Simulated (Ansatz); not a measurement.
# Random displacements in HfO2

Theory: Ansatz 0.2.0, DFT r2SCAN, scalar-relativistic, plane waves, PAW. Settings: plane waves to 500 eV, k-mesh 6×6×8 (Γ-centred), Gaussian smearing 0.05 eV. Spin–orbit coupling is left out, which matters for the heavy elements here. No spin polarisation. Energies are free energies at this smearing, counted from the undisturbed cell; pressure is positive in compression.

Zero of the scan (as given, not relaxed at this level; this form isn't the usual structure):

```yaml
crystal:
  lattice:
    - [4.81353, 0.00000, 0.00000]
    - [0.00000, 4.81353, 0.00000]
    - [0.00000, 0.00000, 3.20542]
  atoms:
    - { symbol: Hf, position: [0.00000, 0.00000, 0.00000] }
    - { symbol: Hf, position: [0.50000, 0.50000, 0.50000] }
    - { symbol: O, position: [0.19496, 0.80504, 0.50000] }
    - { symbol: O, position: [0.30504, 0.30504, 0.00000] }
    - { symbol: O, position: [0.69496, 0.69496, 0.00000] }
    - { symbol: O, position: [0.80504, 0.19496, 0.50000] }
```

After a displacement of all atoms with no net shift and a strain of the cell, the run gives ΔE = 526.4 meV/atom; stress (xx, yy, zz, yz, xz, xy; compression positive) (-1.99, -8.47, -33.51, -8.32, -4.71, 14.28) GPa; gap on the mesh 2.92 eV.

| atom | Fx (eV/Å) | Fy | Fz |
| --- | --- | --- | --- |
| Hf1 | 5.919 | 5.760 | -0.462 |
| Hf2 | -1.558 | -3.855 | 0.405 |
| O3 | -1.223 | 0.873 | -0.168 |
| O4 | 1.510 | 1.079 | 0.461 |
| O5 | -4.127 | -3.192 | -0.327 |
| O6 | -0.521 | -0.666 | 0.091 |

Problem. Which displacements (Å, in the unstrained cell) and strain were applied?

Solution.
```csv
atom,ux,uy,uz
Hf1,-0.04,-0.22,0.02
Hf2,0.07,0.16,-0.15
O3,0.04,-0.12,0.06
O4,-0.10,-0.01,0.08
O5,-0.01,0.13,-0.04
O6,0.04,0.06,0.03
```
Strain (Voigt, engineering shear): (0.0311, -0.0290, 0.1356, 0.0786, 0.0178, -0.0417).

Cost: 1 run of about 0.72 core-minutes, on AMD EPYC 9R45 (Zen 5) (shared hosts).